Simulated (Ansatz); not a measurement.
# Ga (Ga, omega (AlB2-type)): the cost of one run

Program: Ansatz 0.2.0. Level of theory: DFT PBE, plane waves (420 eV) with PAW, scalar-relativistic. These are calculated values, not measurements.

## Step 1: Starting point

It takes space group P6/mmm (No. 191, hexagonal). Conventional cell: a = 4.802 Å, b = 4.802 Å, c = 2.944 Å, α = 90.00°, β = 90.00°, γ = 120.00°. Around Ga (site symmetry 6/mmm) lie 14 Ga at 2.94 to 3.14 Å. Around Ga (site symmetry -6m2) lie 11 Ga at 2.77 to 3.14 Å.

Coordinates:

```
CELL_PARAMETERS angstrom
4.80203 0.00000 0.00000
-2.40102 4.15868 0.00000
0.00000 0.00000 2.94364
ATOMIC_POSITIONS crystal
Ga 0.00000 0.00000 0.00000
Ga 0.33333 0.66667 0.50000
Ga 0.66667 0.33333 0.50000
```

## Step 2: Relaxing cell and atoms

Contents of input.yaml:

```yaml
crystal:
  lattice:
    - [4.8020307411, 0.0, 0.0]
    - [-2.4010153706, 4.1586806116, 0.0]
    - [0.0, 0.0, 2.9436448443]
  atoms:
    - { symbol: Ga, position: [0.0, 0.0, 0.0] }
    - { symbol: Ga, position: [0.3333333333, 0.6666666667, 0.5] }
    - { symbol: Ga, position: [0.6666666667, 0.3333333333, 0.5] }
hamiltonian:
  xc: pbe
  pseudopotentials:
    kind: paw
    azcp:
      Ga: "pseudopotentials/Ga.paw.azcp"
basis:
  ecutwfc: 420
  fft_grid_basis: typed
kpoints:
  mp_grid: { grid: [8, 8, 11], shift: [0, 0, 0] }
magnetization:
  spin_polarized: false
scf:
  occupations: { method: fermi_dirac, width: 0.1 }
relax:
  max_steps: 60
  f_tol: 0.01
  cell: {}
```

Launch:

```
$ ansatz run input.yaml --threads 1 --pin off --max-ram 3584MiB --backend cpu --events-out ev --progress --plain --runs-dir out
```

Q: Estimate wall time and peak memory on 1 thread of Intel Xeon Platinum 8259CL at 2.50GHz (Skylake/Cascade Lake), shared host.

About 43 s, with a peak of 0.55 GiB.
